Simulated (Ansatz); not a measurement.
# Si with one Si vacancy: vacancy hop, part 2 of 3

How high is the barrier for the vacancy hop? Relax the two ends, then run a nudged elastic band between them. Host space group diamond, cell charge +2.

Ansatz 0.2.0; DFT PBE, plane waves, PAW, scalar-relativistic, no spin polarisation. Earlier steps stand in the parts before.

### Step 6. Nudged elastic band

crystal.atoms is end A as relaxed above, and neb.final_atoms is end B. With 3 inner images the band has 5 in all.

input.yaml reads:

```yaml
crystal:
  lattice:
    - [10.86, 0.0, 0.0]
    - [0.0, 10.86, 0.0]
    - [0.0, 0.0, 10.86]
  atoms:
    - { symbol: Si, position: [0.49939188, 0.00145146, 0.00048864] }
    - { symbol: Si, position: [0.6251331, 0.12495192, 0.12480853] }
    - { symbol: Si, position: [0.74993428, 0.25012474, -0.00031871] }
    - { symbol: Si, position: [0.87511783, 0.37493382, 0.12478453] }
    - { symbol: Si, position: [0.74951085, -0.0001891, 0.24987339] }
    - { symbol: Si, position: [0.87670544, 0.1234243, 0.37274513] }
    - { symbol: Si, position: [0.00020993, -0.00018306, -0.00096808] }
    - { symbol: Si, position: [0.1230814, 0.12346092, 0.12618466] }
    - { symbol: Si, position: [0.25159561, 0.24925624, 0.00047642] }
    - { symbol: Si, position: [0.3751335, 0.37497765, 0.12475775] }
    - { symbol: Si, position: [0.50025496, 0.49980847, -0.00034208] }
    - { symbol: Si, position: [0.62507282, 0.6249429, 0.1248174] }
    - { symbol: Si, position: [0.75083216, 0.74846656, 0.00055516] }
    - { symbol: Si, position: [0.87668214, 0.87691623, 0.12626146] }
    - { symbol: Si, position: [0.25033098, 0.00017074, 0.24947824] }
    - { symbol: Si, position: [0.37362405, 0.12343304, 0.37677816] }
    - { symbol: Si, position: [0.49939533, 0.24924963, 0.24829815] }
    - { symbol: Si, position: [0.62515144, 0.37494888, 0.37478334] }
    - { symbol: Si, position: [0.75091588, 0.50072468, 0.2483266] }
    - { symbol: Si, position: [0.87667158, 0.62652722, 0.37683856] }
    - { symbol: Si, position: [0.5008012, -0.00025705, 0.49956967] }
    - { symbol: Si, position: [0.62507399, 0.12489735, 0.62471202] }
    - { symbol: Si, position: [0.7508835, 0.2491652, 0.50123156] }
    - { symbol: Si, position: [0.87516276, 0.37496531, 0.62467192] }
    - { symbol: Si, position: [0.75084647, 0.00144617, 0.74903446] }
    - { symbol: Si, position: [0.87504783, 0.12500335, 0.87482352] }
    - { symbol: Si, position: [-0.00138464, 0.50070744, 0.0005204] }
    - { symbol: Si, position: [0.12709912, 0.62646567, 0.12633938] }
    - { symbol: Si, position: [0.24989067, 0.75008366, -0.00090012] }
    - { symbol: Si, position: [0.37363013, 0.87291606, 0.12619588] }
    - { symbol: Si, position: [0.00027253, 0.25064056, 0.24987581] }
    - { symbol: Si, position: [0.1251479, 0.37492573, 0.37474651] }
    - { symbol: Si, position: [0.2500108, 0.49926839, 0.24990358] }
    - { symbol: Si, position: [0.37361745, 0.62647537, 0.37276347] }
    - { symbol: Si, position: [0.5007824, 0.75012461, 0.24991667] }
    - { symbol: Si, position: [0.62518658, 0.87492947, 0.37474077] }
    - { symbol: Si, position: [0.00018566, -0.00019515, 0.49960619] }
    - { symbol: Si, position: [0.12709201, 0.12329202, 0.62320229] }
    - { symbol: Si, position: [0.24990923, 0.25051908, 0.49962854] }
    - { symbol: Si, position: [0.37507834, 0.37480355, 0.62472844] }
    - { symbol: Si, position: [0.49935098, 0.50062244, 0.50128003] }
    - { symbol: Si, position: [0.6251334, 0.62488791, 0.62477641] }
    - { symbol: Si, position: [0.74943808, 0.7500729, 0.4996821] }
    - { symbol: Si, position: [0.87665385, 0.87296853, 0.62319457] }
    - { symbol: Si, position: [0.2500022, -0.00024315, 0.75044559] }
    - { symbol: Si, position: [0.37509313, 0.12494857, 0.87475384] }
    - { symbol: Si, position: [0.50023527, 0.25002779, 0.74986852] }
    - { symbol: Si, position: [0.62508022, 0.37494155, 0.87473931] }
    - { symbol: Si, position: [0.75003405, 0.49977149, 0.74989075] }
    - { symbol: Si, position: [0.87509941, 0.62497654, 0.87476914] }
    - { symbol: Si, position: [0.00015102, 0.75003743, 0.2498403] }
    - { symbol: Si, position: [0.00029274, 0.49927306, 0.49957271] }
    - { symbol: Si, position: [0.12307422, 0.62637023, 0.62331087] }
    - { symbol: Si, position: [0.25024378, 0.74975426, 0.49997286] }
    - { symbol: Si, position: [0.37365817, 0.87691551, 0.62325873] }
    - { symbol: Si, position: [-0.00139676, 0.2491587, 0.74896822] }
    - { symbol: Si, position: [0.12506192, 0.37492941, 0.87475024] }
    - { symbol: Si, position: [0.2516417, 0.5005945, 0.74906675] }
    - { symbol: Si, position: [0.37507102, 0.62490903, 0.8748762] }
    - { symbol: Si, position: [0.4993778, 0.74838776, 0.7491014] }
    - { symbol: Si, position: [0.62512038, 0.87493246, 0.87478201] }
    - { symbol: Si, position: [0.00021964, 0.75009037, 0.75042503] }
    - { symbol: Si, position: [0.1250745, 0.87494349, 0.87472269] }
total_charge: 2
basis:
  ecutwfc: 420.0
kpoints:
  mp_grid: { grid: [1, 1, 1] }
hamiltonian:
  xc: pbe
  pseudopotentials: { kind: paw, azcp: { folder: soft_1 } }
scf:
  occupations: { method: fermi_dirac, width: 0.02 }
  lower_state_search: "off"
neb:
  images: 3
  f_tol: 0.05
  initial_path: idpp
  max_iterations: 80
  final_atoms:
    - { symbol: Si, position: [0.5, 0.0, 0.0] }
    - { symbol: Si, position: [0.62576487, 0.12655089, 0.12576487] }
    - { symbol: Si, position: [0.74996779, 0.25003221, -5.736e-05] }
    - { symbol: Si, position: [0.87344911, 0.37423513, 0.12576487] }
    - { symbol: Si, position: [0.75150045, -0.00202413, 0.25150045] }
    - { symbol: Si, position: [0.87513679, 0.12486321, 0.37513679] }
    - { symbol: Si, position: [0.0, 0.0, 0.0] }
    - { symbol: Si, position: [0.12490709, 0.12490709, 0.12429987] }
    - { symbol: Si, position: [0.25003221, 0.25003221, 5.736e-05] }
    - { symbol: Si, position: [0.37516387, 0.37516387, 0.12483613] }
    - { symbol: Si, position: [0.5, 0.5, 0.0] }
    - { symbol: Si, position: [0.62483613, 0.62483613, 0.12483613] }
    - { symbol: Si, position: [0.74996779, 0.74996779, 5.736e-05] }
    - { symbol: Si, position: [0.87509291, 0.87509291, 0.12429987] }
    - { symbol: Si, position: [0.24849955, 0.00202413, 0.25150045] }
    - { symbol: Si, position: [0.37570013, 0.12490709, 0.37509291] }
    - { symbol: Si, position: [0.49994264, 0.25003221, 0.24996779] }
    - { symbol: Si, position: [0.62576487, 0.37423513, 0.37344911] }
    - { symbol: Si, position: [0.74996779, 0.50005736, 0.24996779] }
    - { symbol: Si, position: [0.87509291, 0.62429987, 0.37509291] }
    - { symbol: Si, position: [0.5, 0.0, 0.5] }
    - { symbol: Si, position: [0.62429987, 0.12490709, 0.62490709] }
    - { symbol: Si, position: [0.75150045, 0.24849955, 0.50202413] }
    - { symbol: Si, position: [0.87509291, 0.37570013, 0.62490709] }
    - { symbol: Si, position: [0.75150045, 0.00202413, 0.74849955] }
    - { symbol: Si, position: [0.87509291, 0.12490709, 0.87570013] }
    - { symbol: Si, position: [0.0, 0.5, 0.0] }
    - { symbol: Si, position: [0.12655089, 0.62576487, 0.12576487] }
    - { symbol: Si, position: [0.25003221, 0.74996779, -5.736e-05] }
    - { symbol: Si, position: [0.37423513, 0.87344911, 0.12576487] }
    - { symbol: Si, position: [0.00202413, 0.24849955, 0.25150045] }
    - { symbol: Si, position: [0.12490709, 0.37570013, 0.37509291] }
    - { symbol: Si, position: [0.25003221, 0.49994264, 0.24996779] }
    - { symbol: Si, position: [0.37423513, 0.62576487, 0.37344911] }
    - { symbol: Si, position: [0.50005736, 0.74996779, 0.24996779] }
    - { symbol: Si, position: [0.62429987, 0.87509291, 0.37509291] }
    - { symbol: Si, position: [0.12486321, -0.12486321, 0.37513679] }
    - { symbol: Si, position: [0.12486321, 0.12486321, 0.62486321] }
    - { symbol: Si, position: [0.24849955, 0.24849955, 0.49797587] }
    - { symbol: Si, position: [0.37423513, 0.37423513, 0.62655089] }
    - { symbol: Si, position: [0.5, 0.5, 0.5] }
    - { symbol: Si, position: [0.62576487, 0.62576487, 0.62655089] }
    - { symbol: Si, position: [0.75150045, 0.75150045, 0.49797587] }
    - { symbol: Si, position: [0.87513679, 0.87513679, 0.62486321] }
    - { symbol: Si, position: [0.24849955, -0.00202413, 0.74849955] }
    - { symbol: Si, position: [0.37423513, 0.12655089, 0.87423513] }
    - { symbol: Si, position: [0.50005736, 0.25003221, 0.75003221] }
    - { symbol: Si, position: [0.62483613, 0.37516387, 0.87516387] }
    - { symbol: Si, position: [0.74996779, 0.49994264, 0.75003221] }
    - { symbol: Si, position: [0.87344911, 0.62576487, 0.87423513] }
    - { symbol: Si, position: [-0.00202413, 0.75150045, 0.25150045] }
    - { symbol: Si, position: [0.0, 0.5, 0.5] }
    - { symbol: Si, position: [0.12490709, 0.62429987, 0.62490709] }
    - { symbol: Si, position: [0.24849955, 0.75150045, 0.50202413] }
    - { symbol: Si, position: [0.37570013, 0.87509291, 0.62490709] }
    - { symbol: Si, position: [-0.00202413, 0.24849955, 0.74849955] }
    - { symbol: Si, position: [0.12655089, 0.37423513, 0.87423513] }
    - { symbol: Si, position: [0.25003221, 0.50005736, 0.75003221] }
    - { symbol: Si, position: [0.37516387, 0.62483613, 0.87516387] }
    - { symbol: Si, position: [0.49994264, 0.74996779, 0.75003221] }
    - { symbol: Si, position: [0.62576487, 0.87344911, 0.87423513] }
    - { symbol: Si, position: [0.00202413, 0.75150045, 0.74849955] }
    - { symbol: Si, position: [0.12490709, 0.87509291, 0.87570013] }
  order_check: true
```

Command:

```
$ ansatz run input.yaml --threads 4 --pin off --max-ram 10240MiB --backend cpu --events-out ev --progress --plain --runs-dir out
```

Standard output (excerpt; [...] marks lines left out):

```text
Warning: neb: disabling space-group detection — the band's intermediate images generally break the endpoint symmetry, so no spatial operation reduces the k-mesh or symmetrises the density, except that a semilocal band can use its path's symmetry ahead of convergence; time reversal is [...]
Warning: RAYON_NUM_THREADS=4 ignored (pool sized by the plan → 4); use --threads N
[...]
Pseudopotentials: kind: paw
Pseudopotential: Si, paw, valence charge 4, recommended cutoff 420 eV (normal), <dir>
Functional definition: PBE
[...]
parallel-image band execution: 3 concurrent image workers
NEB image 0
[...]
NEB end point (image 4): max|allowed force component| = 7.469e-3 eV/Å (the criterion of neb.relax_end_points is 1.000e-2)
NEB image 1
[...]
SCF iter   6: F=—  HF=-40059.082958 eV  |F-HF|=—  |Δ(HF+E_count)|=   1.99e-3  Δρ=1.85e-4  dr2=1.73e-3  ethr=8.24e-6  ⟨swp⟩=2.0  Hψ=192  notcnv=0  defer=54
[...]
NEB image 2
[...]
NEB image 3
[...]
NEB iter   1: max|band force component| = 7.876e-1 eV/Å  barrier→ = 0.9991 eV  barrier← = 0.9989 eV  Δτ_max = 0.1984 Å  (49 SCF iters)
[...]
NEB iter   2: max|band force component| = 4.427e-1 eV/Å  barrier→ = 0.5223 eV  barrier← = 0.5222 eV  CI = image 2  Δτ_max = 0.0947 Å  (24 SCF iters)
NEB image 1
[...]
NEB image 2
```

### Step 7. The output, continued: band between the two ends

The log, continued (excerpt; [...] marks lines left out):

```text
[...]
NEB image 3
NEB iter   3: max|band force component| = 9.439e-2 eV/Å  barrier→ = 0.4785 eV  barrier← = 0.4783 eV  CI = image 2  Δτ_max = 0.0199 Å  (24 SCF iters)
[...]
NEB iter   4: max|band force component| = 2.261e-2 eV/Å  barrier→ = 0.4587 eV  barrier← = 0.4585 eV  CI = image 2  Δτ_max = 0.0000 Å  (219 SCF iters)
Free energy (F): -40059.133137 eV
[...]
E sigma→0 (E₀):  -40059.133137 eV
Entropy (-TS):   -0.000000 eV (-0.000 meV/atom)
[...]
    - { symbol: Si, position: [0.37377905529991756, 0.626385472622115, 0.8778611675151681] }
    - { symbol: Si, position: [0.49996288514007053, 0.7478289328554141, 0.7503802864888781] }
    - { symbol: Si, position: [0.6264345133888367, 0.8749617857157004, 0.8735389325129543] }
    - { symbol: Si, position: [0.0006194830696199909, 0.7499216376939837, 0.7493505052811946] }
    - { symbol: Si, position: [0.12504919997855066, 0.8752269484928786, 0.8750753187073622] }
```

Run time: 4 min. Hardware: 4 threads of Arm Neoverse V1, shared host; peak memory 2.6 GiB.

### Step 8. The band, image by image

The 3 inner images lie between the fixed ends 0 and 4. Energy is taken from image 0, and the path length is the program's own coordinate along the band.

```
image  path (Å)  energy (eV)  Si15–Si37 (Å)  Si37–Si54 (Å)  Si37–Si44 (Å)  Si6–Si37 (Å)   Si37 x y z (Å)  band force (eV/Å)
    0     0.000       0.0000           3.84           3.84           2.34          2.34   0.00 0.00 5.43                  -
    1     0.668       0.1959           3.29           3.30           2.46          2.45  0.33 -0.32 5.11              0.023
   2*     1.337       0.4587           2.73           2.74           2.77          2.76  0.69 -0.67 4.75              0.022
    3     2.003       0.1953           2.45           2.45           3.32          3.31  1.04 -1.03 4.40              0.014
    4     2.670       0.0002           2.35           2.35           3.84          3.84  1.36 -1.36 4.07                  -
```

The star marks the climbing image.

image, energy (eV) and a bar:
```
        0      0.000 
        1      0.196 #############
        2      0.459 ##############################
        3      0.195 #############
        4      0.000
```

The top of the band by iteration:

```
iteration  highest image above image 0 (eV)  largest band force (eV/Å)
        1                            0.9991                      0.788
        2                            0.5223                      0.443
        3                            0.4785                      0.094
        4                            0.4587                      0.023
```

Positions (Å) of images 0, 2, 4:

```xyz
63
Lattice="10.860 0.000 0.000 0.000 10.860 0.000 0.000 0.000 10.860" Properties=species:S:1:pos:R:3 pbc="T T T" image=0 dE=0.0000
Si    5.423    0.016    0.005
Si    6.789    1.357    1.355
Si    8.144    2.716   -0.003
Si    9.504    4.072    1.355
Si    8.140   -0.002    2.714
Si    9.521    1.340    4.048
Si    0.002   -0.002   -0.011
Si    1.337    1.341    1.370
Si    2.732    2.707    0.005
Si    4.074    4.072    1.355
Si    5.433    5.428   -0.004
Si    6.788    6.787    1.356
Si    8.154    8.128    0.006
Si    9.521    9.523    1.371
Si    2.719    0.002    2.709
Si    4.058    1.340    4.092
Si    5.423    2.707    2.697
Si    6.789    4.072    4.070
Si    8.155    5.438    2.697
Si    9.521    6.804    4.092
Si    5.439   -0.003    5.425
Si    6.788    1.356    6.784
Si    8.155    2.706    5.443
Si    9.504    4.072    6.784
Si    8.154    0.016    8.135
Si    9.503    1.358    9.501
Si   -0.015    5.438    0.006
Si    1.380    6.803    1.372
Si    2.714    8.146   -0.010
Si    4.058    9.480    1.370
Si    0.003    2.722    2.714
Si    1.359    4.072    4.070
Si    2.715    5.422    2.714
Si    4.057    6.804    4.048
Si    5.438    8.146    2.714
Si    6.790    9.502    4.070
Si    0.002   -0.002    5.426
Si    1.380    1.339    6.768
Si    2.714    2.721    5.426
Si    4.073    4.070    6.785
Si    5.423    5.437    5.444
Si    6.789    6.786    6.785
Si    8.139    8.146    5.427
Si    9.520    9.480    6.768
Si    2.715   -0.003    8.150
Si    4.074    1.357    9.500
Si    5.433    2.715    8.144
Si    6.788    4.072    9.500
Si    8.145    5.428    8.144
Si    9.504    6.787    9.500
Si    0.002    8.145    2.713
Si    0.003    5.422    5.425
Si    1.337    6.802    6.769
Si    2.718    8.142    5.430
Si    4.058    9.523    6.769
Si   -0.015    2.706    8.134
Si    1.358    4.072    9.500
Si    2.733    5.436    8.135
Si    4.073    6.787    9.501
Si    5.423    8.127    8.135
Si    6.789    9.502    9.500
Si    0.002    8.146    8.150
Si    1.358    9.502    9.499
63
Lattice="10.860 0.000 0.000 0.000 10.860 0.000 0.000 0.000 10.860" Properties=species:S:1:pos:R:3 pbc="T T T" image=2 dE=0.4587
Si    5.407   -0.002    0.023
Si    6.793    1.376    1.350
Si    8.162    2.700   -0.034
Si    9.480    4.070    1.351
Si    8.153   -0.008    2.711
Si    9.652    1.206    4.059
Si    0.003    0.000   -0.004
Si    1.352    1.363    1.362
Si    2.736    2.721    0.002
Si    4.060    4.104    1.370
Si    5.432    5.431   -0.001
Si    6.755    6.804    1.373
Si    8.140    8.124    0.003
Si    9.503    9.509    1.363
Si    2.557    0.015    2.871
Si    4.069    1.363    4.076
Si    5.430    2.721    2.690
Si    6.806    4.055    4.072
Si    8.140    5.435    2.694
Si    9.503    6.794    4.079
Si    5.432   -0.002    5.427
Si    6.819    1.340    6.769
Si    8.234    2.624    5.403
Si    9.522    4.036    6.768
Si    8.231   -0.026    8.057
Si    9.522    1.339    9.466
Si    0.000    5.443    0.012
Si    1.333    6.871    1.440
Si    2.698    8.163    0.032
Si    3.975    9.529    1.453
Si    0.006    2.710    2.712
Si    1.358    4.074    4.074
Si    2.698    5.462    2.732
Si    3.978    6.880    4.098
Si    5.394    8.164    2.733
Si    6.784    9.504    4.072
Si    0.695   -0.669    4.753
Si    1.375    1.196    6.626
Si    2.723    2.710    5.424
Si    4.080    4.072    6.809
Si    5.410    5.451    5.428
Si    6.794    6.781    6.806
Si    8.153    8.144    5.421
Si    9.648    9.490    6.640
Si    2.723   -0.006    8.138
Si    4.080    1.379    9.500
Si    5.463    2.702    8.130
Si    6.790    4.073    9.502
Si    8.163    5.397    8.128
Si    9.481    6.782    9.498
Si   -0.011    8.287    2.857
Si    0.003    5.426    5.428
Si    1.351    6.794    6.790
Si    2.560    8.298    5.443
Si    4.069    9.507    6.790
Si    0.028    2.615    8.045
Si    1.356    4.047    9.476
Si    2.735    5.434    8.150
Si    4.059    6.803    9.534
Si    5.430    8.121    8.149
Si    6.803    9.502    9.487
Si    0.007    8.144    8.138
Si    1.358    9.505    9.503
63
Lattice="10.860 0.000 0.000 0.000 10.860 0.000 0.000 0.000 10.860" Properties=species:S:1:pos:R:3 pbc="T T T" image=4 dE=0.0002
Si    5.430    0.000    0.000
Si    6.796    1.374    1.366
Si    8.145    2.715   -0.001
Si    9.486    4.064    1.366
Si    8.161   -0.022    2.731
Si    9.504    1.356    4.074
Si    0.000    0.000    0.000
Si    1.356    1.356    1.350
Si    2.715    2.715    0.001
Si    4.074    4.074    1.356
Si    5.430    5.430    0.000
Si    6.786    6.786    1.356
Si    8.145    8.145    0.001
Si    9.504    9.504    1.350
Si    2.699    0.022    2.731
Si    4.080    1.356    4.074
Si    5.429    2.715    2.715
Si    6.796    4.064    4.056
Si    8.145    5.431    2.715
Si    9.504    6.780    4.074
Si    5.430    0.000    5.430
Si    6.780    1.356    6.786
Si    8.161    2.699    5.452
Si    9.504    4.080    6.786
Si    8.161    0.022    8.129
Si    9.504    1.356    9.510
Si    0.000    5.430    0.000
Si    1.374    6.796    1.366
Si    2.715    8.145   -0.001
Si    4.064    9.486    1.366
Si    0.022    2.699    2.731
Si    1.356    4.080    4.074
Si    2.715    5.429    2.715
Si    4.064    6.796    4.056
Si    5.431    8.145    2.715
Si    6.780    9.504    4.074
Si    1.356   -1.356    4.074
Si    1.356    1.356    6.786
Si    2.699    2.699    5.408
Si    4.064    4.064    6.804
Si    5.430    5.430    5.430
Si    6.796    6.796    6.804
Si    8.161    8.161    5.408
Si    9.504    9.504    6.786
Si    2.699   -0.022    8.129
Si    4.064    1.374    9.494
Si    5.431    2.715    8.145
Si    6.786    4.074    9.504
Si    8.145    5.429    8.145
Si    9.486    6.796    9.494
Si   -0.022    8.161    2.731
Si    0.000    5.430    5.430
Si    1.356    6.780    6.786
Si    2.699    8.161    5.452
Si    4.080    9.504    6.786
Si   -0.022    2.699    8.129
Si    1.374    4.064    9.494
Si    2.715    5.431    8.145
Si    4.074    6.786    9.504
Si    5.429    8.145    8.145
Si    6.796    9.486    9.494
Si    0.022    8.161    8.129
Si    1.356    9.504    9.510
```

[end of part 2 of 3]
